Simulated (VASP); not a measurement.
# Ru (P6_3/mmc) in VASP: single point with PBEsol

Aim: the single point of Ru with PBEsol.

Program: VASP 6.6.1. These are calculated values, not measurements. Logs are shortened: lines on timing, memory, paths and dates and some standing lists are left out, and cuts for length are marked.

## 1. The crystal as given

Symmetry: P6_3/mmc, No. 194, hexagonal system. Conventional cell: a = 2.688 Å, b = 2.688 Å, c = 4.255 Å, α = 90.00°, β = 90.00°, γ = 120.00°. Ru (site symmetry -6m2) is surrounded by 12 Ru at 2.63 to 2.69 Å.

## 2. Single point, PBEsol

File INCAR:

```
PREC     = Accurate       # precision mode
ENCUT    = 520            # plane-wave cutoff, eV
EDIFF    = 1E-6           # SCF threshold, eV
ISMEAR   = 1              # smearing method
SIGMA    = 0.1            # smearing width, eV
LREAL    = False          # projectors in reciprocal space
LASPH    = True           # aspherical terms in the spheres
NELM     = 80             # most SCF steps
ALGO     = Fast           # electronic algorithm
ISIF     = 2              # what is computed and relaxed
LWAVE    = False          # write WAVECAR
LCHARG   = False          # write CHGCAR
GGA      = PS             # functional
NBANDS   = 21             # bands
ICORELEVEL= 1
```

File KPOINTS:

```
Automatic mesh
0
Gamma
  15 15 13
```

File POSCAR:

```
Ru
1.0
    2.6879025100      0.0000000000      0.0000000000
   -1.3439507500      2.3277915600      0.0000000000
    0.0000000000      0.0000000000      4.2552090000
Ru
2
Direct
    0.3333330000      0.6666660000      0.2500000000
    0.6666670000      0.3333340000      0.7500000000
```

Potentials or basis: VASP PAW PBE potentials, release 64 (Ru_pv).

Command:

```bash
$ cat potpaw_PBE.64/Ru_pv/POTCAR > POTCAR
$ mpirun -np 1 vasp_std > vasp.out
```

OUTCAR:

```text
PREC = Accurate
   ENCUT = 520
   EDIFF = 1E-6
   ISMEAR = 1
   LREAL = False
   LASPH = True
   NELM = 80
   ISIF = 2
   GGA = PS

 ion  position               nearest neighbor table
   1  0.333  0.667  0.250-   2 2.63   2 2.63   2 2.63   2 2.63   2 2.63   2 2.63
   2  0.667  0.333  0.750-   1 2.63   1 2.63   1 2.63   1 2.63   1 2.63   1 2.63

  LATTYP: Found a hexagonal cell.
 ALAT       =     2.6879025100
 C/A-ratio  =     1.5830964792

  Lattice vectors:

 A1 = (   2.6879025100,   0.0000000000,   0.0000000000)
 A2 = (  -1.3439507500,   2.3277915600,   0.0000000000)
 A3 = (   0.0000000000,   0.0000000000,   4.2552090000)

Analysis of symmetry for initial positions (statically):
=====================================================================
 Subroutine PRICEL returns:
 Original cell was already a primitive cell.

 Routine SETGRP: Setting up the symmetry group for a
 hexagonal supercell.

 Subroutine GETGRP returns: Found 24 space group operations
 (whereof 12 operations were pure point group operations)
 out of a pool of 24 trial point group operations.

The static configuration has the point symmetry D_3d.
 The point group associated with its full space group is D_6h.

Analysis of symmetry for dynamics (positions and initial velocities):
=====================================================================
 Subroutine PRICEL returns:
 Original cell was already a primitive cell.

 Routine SETGRP: Setting up the symmetry group for a
 hexagonal supercell.

 Subroutine GETGRP returns: Found 24 space group operations
 (whereof 12 operations were pure point group operations)
 out of a pool of 24 trial point group operations.

The dynamic configuration has the point symmetry D_3d.
 The point group associated with its full space group is D_6h.

 Subroutine INISYM returns: Found 24 space group operations
 (whereof 12 operations are pure point group operations),
 and found     1 'primitive' translations

----------------------------------------------------------------------------------------

                                     Primitive cell

  volume of cell :      26.6243

  direct lattice vectors                    reciprocal lattice vectors
     2.687902510  0.000000000  0.000000000     0.372037303  0.214795784  0.000000000
    -1.343950750  2.327791560  0.000000000     0.000000000  0.429591729  0.000000000
     0.000000000  0.000000000  4.255209000     0.000000000  0.000000000  0.235006083

  length of vectors
     2.687902510  2.687902001  4.255209000     0.429591647  0.429591729  0.235006083

  position of ions in fractional coordinates (direct lattice)
     0.333333000  0.666666000  0.250000000
     0.666667000  0.333334000  0.750000000

  ion indices of the primitive-cell ions
   primitive index   ion index
                 1           1
                 2           2

----------------------------------------------------------------------------------------

 KPOINTS: Automatic mesh

Automatic generation of k-mesh.
 Grid dimensions read from file:
 generate k-points for:   15   15   13

 Generating k-lattice:

  Cartesian coordinates                     Fractional coordinates (reciprocal lattice)
     0.024802487  0.014319719  0.000000000     0.066666667  0.000000000  0.000000000
     0.000000000  0.028639449  0.000000000     0.000000000  0.066666667  0.000000000
     0.000000000  0.000000000  0.018077391     0.000000000  0.000000000  0.076923077

  Length of vectors
     0.028639443  0.028639449  0.018077391

  Shift w.r.t. Gamma in fractional coordinates (k-lattice)
     0.000000000  0.000000000  0.000000000

 Subroutine IBZKPT returns following result:
 ===========================================

 Found    189 irreducible k-points:

 Following reciprocal coordinates:
            Coordinates               Weight
  0.000000  0.000000  0.000000      1.000000
  0.066667  0.000000  0.000000      6.000000
  0.133333  0.000000  0.000000      6.000000
  0.200000 -0.000000  0.000000      6.000000
  0.266667  0.000000  0.000000      6.000000
  0.333333  0.000000  0.000000      6.000000
[... 16 lines left out ...]
  0.333333  0.200000  0.000000     12.000000
  0.400000  0.200000  0.000000      6.000000
 [... further k-points ...]
   k-points           NKPTS =    189   k-points in BZ     NKDIM =    189   number of bands    NBANDS=     21
   number of dos      NEDOS =    301   number of ions     NIONS =      2
   total plane-waves  NPLWV =  12800
   dimension x,y,z NGX =    20 NGY =   20 NGZ =   32
   dimension x,y,z NGXF=    40 NGYF=   40 NGZF=   64
   ions per type =               2
   NGX,Y,Z   is equivalent  to a cutoff of  12.37, 12.37, 12.50 a.u.
   NGXF,Y,Z  is equivalent  to a cutoff of  24.74, 24.74, 25.00 a.u.
 SYSTEM =  unknown system
   PREC   = accura    normal or accurate (medium, high low for compatibility)
   ISTART =      0    job   : 0-new  1-cont  2-samecut
   ICHARG =      2    charge: 1-file 2-atom 10-const
   ISPIN  =      1    spin polarized calculation?
   LNONCOLLINEAR =      F non collinear calculations
   LSORBIT =      F    spin-orbit coupling
   LASPH  =      T    aspherical Exc in radial PAW
   ENCUT  =  520.0 eV  38.22 Ry    6.18 a.u.   5.00  5.00  7.91*2*pi/ulx,y,z
   NELM   =     80;   NELMIN=  2; NELMDL= -5     # of ELM steps
   EDIFF  = 0.1E-05   stopping-criterion for ELM
   LREAL  =      F    real-space projection
   EDIFFG = 0.1E-04   stopping-criterion for IOM
   NSW    =      0    number of steps for IOM
   IBRION =     -1    ionic relax: 0-MD 1-quasi-New 2-CG
   NFREE  =      0    steps in history (QN), initial steepest desc. (CG)
   ISIF   =      2    stress and relaxation
   ISYM   =      2    0-nonsym 1-usesym 2-fastsym
   POTIM  = 0.5000    time-step for ionic-motion
   TEBEG  =    0.0;   TEEND  =   0.0 temperature during run
   PSTRESS=    0.0 pullay stress
   NELECT =      28.0000    total number of electrons
   NUPDOWN=      -1.0000    fix difference up-down
   EMIN   =  10.00;   EMAX   =-10.00  energy-range for DOS
   EFERMI =   0.00;   METHOD = LEGACY
   ISMEAR =     1;   SIGMA  =   0.10  broadening in eV -4-tet -1-fermi 0-gaus
   EFERMI_NEDOS =   21; number of points for ismear=-14 and -15
   IALGO  =     68    algorithm
   IMIX   =      4    mixing-type and parameters
     AMIX     =   0.40;   BMIX     =  1.00
     AMIX_MAG =   1.60;   BMIX_MAG =  1.00
  volume/ion in A,a.u.               =      13.31        89.83
  Fermi-wavevector in a.u.,A,eV,Ry     =   1.664823  3.146059 37.710382  2.771635
  Thomas-Fermi vector in A             =   2.751300
   LORBIT       =      0    0 simple, 1 ext, 2 COOP (PROOUT), +10 PAW based schemes
   GGA     = PS    functional components
   LHFCALC =     F    Hartree Fock is set to
   AEXX    =    0.0000 exact exchange contribution
   IVDW    =     0    specifies the selected vdW correction
   LEPSILON=     F    determine dielectric tensor
   LRPA    =     F    only Hartree local field effects (RPA)
 non-spin polarized calculation
 RMM-DIIS sequential band-by-band and
 Methfessel and Paxton  Order N= 1 SIGMA  =   0.10
  energy-cutoff  :      520.00
  volume of cell :       26.62
 maximum number of plane-waves:       738
 NGX is ok and might be reduce to    20
   NGX =  9   NGY =  9   NGZ = 15

 number of electron      27.9999998 magnetization

 Free energy of the ion-electron system (eV)
  ---------------------------------------------------
  ext. energy  EPLUGINS =         0.00000000
  ---------------------------------------------------
  free energy    TOTEN  =       -20.34547276 eV

  energy without entropy =      -20.34418188  energy(sigma->0) =      -20.34504247

 the core state eigenenergies are
   1-  1s -21917.3419  2s  -3137.7283  2p  -2808.2608  3s   -539.3709  3p   -431.1431
       3d   -257.1419  4s    -59.9550
   2-  1s -21917.3420  2s  -3137.7283  2p  -2808.2608  3s   -539.3709  3p   -431.1431
       3d   -257.1419  4s    -59.9550

 E-fermi :  13.0419     XC(G=0): -14.4027

 val. band max:       13.0325673918   @ k =   0.0667   0.0667   0.3846
 cond. band min:      13.0442969237   @ k =   0.2000   0.1333   0.0769
 fundamental gap:      0.0117295319
 Fermi energy:        13.0418684709

 k-point     1 :       0.0000    0.0000    0.0000
  band No.  band energies     occupation
      1     -30.6125      2.00000
      2     -29.6122      2.00000
      3     -29.6122      2.00000
      4     -29.4308      2.00000
      5     -29.4308      2.00000
      6     -29.3862      2.00000
[... 13 lines left out ...]
     20      23.3240      0.00000
     21      23.6196      0.00000

 k-point     2 :       0.0667    0.0000    0.0000
  band No.  band energies     occupation
      1     -30.5962      2.00000
      2     -29.6471      2.00000
      3     -29.6240      2.00000
      4     -29.4672      2.00000
      5     -29.4355      2.00000
      6     -29.3937      2.00000
[... 13 lines left out ...]
     20      23.3240      0.00000
     21      23.5971      0.00000

 k-point     3 :       0.1333    0.0000    0.0000
  band No.  band energies     occupation
      1     -30.5488      2.00000
      2     -29.7457      2.00000
      3     -29.6565      2.00000
      4     -29.5688      2.00000
      5     -29.4495      2.00000
      6     -29.4162      2.00000
[... 13 lines left out ...]
     20      23.3239      0.00000
     21      23.5263      0.00000
[... 169 lines left out ...]
 k-point    11 :       0.2000    0.0667    0.0000
  band No.  band energies     occupation
      1     -30.4187      2.00000
      2     -29.9747      2.00000
      3     -29.8413      2.00000
      4     -29.7099      2.00000
      5     -29.5014      2.00000
      6     -29.4841      2.00000
[... 13 lines left out ...]
     20      23.3236      0.00000
     21      23.3949      0.00000

 k-point    12 :       0.2667    0.0667    0.0000
  band No.  band energies     occupation
      1     -30.3183      2.00000
      2     -30.1365      2.00000
      3     -29.9751      2.00000
      4     -29.7796      2.00000
      5     -29.5429      2.00000
      6     -29.5313      2.00000
[... 13 lines left out ...]
     20      23.3541      0.00000
     21      25.8181      0.00000

------------------------ aborting loop because EDIFF is reached ----------------------------------------

  FORCE on cell =-STRESS in cart. coord.  units (eV):
  Direction    XX          YY          ZZ          XY          YZ          ZX
  --------------------------------------------------------------------------------------
  -------------------------------------------------------------------------------------
  Total        0.0043097      0.0043097      0.0021504      0.0000000      0.0000000      0.0000000
  in kB        0.2593431      0.2593431      0.1294030      0.0000001      0.0000000      0.0000000
  external PRESSURE =       0.2160297 kB  Pullay stress =       0.0000000 kB

 VOLUME and BASIS-vectors are now :
 -----------------------------------------------------------------------------
  energy-cutoff  :      520.00
  volume of cell :       26.62
      direct lattice vectors                 reciprocal lattice vectors
     2.687902510  0.000000000  0.000000000     0.372037303  0.214795784  0.000000000
    -1.343950750  2.327791560  0.000000000     0.000000000  0.429591729  0.000000000
     0.000000000  0.000000000  4.255209000     0.000000000  0.000000000  0.235006083

 POSITION                                       TOTAL-FORCE (eV/Angst)
 -----------------------------------------------------------------------------------
      0.00000      1.55186      1.06380        -0.000000      0.000000      0.000000
      1.34395      0.77593      3.19141         0.000000     -0.000000      0.000000
 -----------------------------------------------------------------------------------
    total drift:                                0.000010     -0.000505      0.000001

  FREE ENERGIE OF THE ION-ELECTRON SYSTEM (eV)
  ---------------------------------------------------
  free  energy   TOTEN  =       -20.3454727600 eV

  energy  without entropy=      -20.3441818782  energy(sigma->0) =      -20.34504247
```

It took 41 s on 1 thread of Intel Xeon 6975P-C (Granite Rapids), shared host; peak memory 0.19 GiB.

Results:

| Item | Value |
| --- | --- |
| Free energy | -20.3455 eV |
| Pressure | 0.0 GPa |
| Band gap on the k mesh | none (metal or under the smearing width) |

Core levels (eV, on the scale of the bands):
```tsv
atom	levels
1 Ru	1s -21917.3, 2s -3137.7, 2p -2808.3, 3s -539.4, 3p -431.1, 3d -257.1, 4s -60.0
2 Ru	1s -21917.3, 2s -3137.7, 2p -2808.3, 3s -539.4, 3p -431.1, 3d -257.1, 4s -60.0
```

Caveat: the PAW data sets were made with another functional, which shifts forces and pressure a little.
